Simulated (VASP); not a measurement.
Set up this calculation in VASP 6.6.1, as the native input.

```
Task                   : single point
Functional             : PBE
Potentials or basis    : VASP PAW PBE potentials, release 64 (B, N)
Cutoff                 : 500 eV
k mesh                 : 24 × 24 × 1
Occupations            : gaussian, width 0.05 eV
Spin                   : no spin polarisation
Dipole correction      : yes
Further INCAR settings : ALGO = Normal; EDIFF = 1e-07
```

The structure of BN lies in POSCAR:

```
BN                                      
1.0
    2.5078278373     -0.0000000000     -0.0000000000
   -1.2539139186      2.1718426157     -0.0000000000
    0.0000000000      0.0000000000     27.7402165691
  B               N             
     4     4
Direct
     0.6666666667000030    0.3333333333999988    0.3202959566733614
     0.3333333332999970    0.6666666666000012    0.4401156667729118
     0.6666666667000030    0.3333333333999988    0.5598843332270883
     0.3333333332999970    0.6666666666000012    0.6797040433266385
     0.3333333332999970    0.6666666666000012    0.3202351311481220
     0.6666666667000030    0.3333333333999988    0.4401117933634616
     0.3333333332999970    0.6666666666000012    0.5598882066365385
     0.6666666667000030    0.3333333333999988    0.6797648688518778
```

One way to write it, as run:

INCAR

```
SYSTEM = BN
PREC = Accurate ; ENCUT = 500
EDIFF = 1E-7 ; ISMEAR = 0
SIGMA = 0.05 ; LREAL = .FALSE.
LASPH = .TRUE. ; NELM = 100
ALGO = Normal ; ISIF = 2
LWAVE = .FALSE. ; LCHARG = .FALSE.
LDIPOL = .TRUE. ; IDIPOL = 3
DIPOL = 0.5 0.5 0.500 ; GGA = PE
LVHAR = .TRUE. ; LVACPOTAV = .TRUE.
```

KPOINTS

```
regular mesh
0
G
  24 24 1
  0 0 0
```

Potentials or basis: VASP PAW PBE potentials, release 64 (B, N).

Run with:

```bash
$ cat potpaw_PBE.64/B/POTCAR potpaw_PBE.64/N/POTCAR > POTCAR
$ mpirun -np 1 vasp_std > vasp.out
```

It gave:

```json
{
  "Largest force": "0.055 eV/Å",
  "Band gap on the k mesh": "4.30 eV, indirect (least direct gap 4.67 eV)",
  "Ionisation potential of the upper face": "5.85 eV"
}
```

It took 2.3 min on 1 thread of Intel(R) Xeon(R) 6975P-C (Granite Rapids) (shared host), peak memory 0.32 GiB.
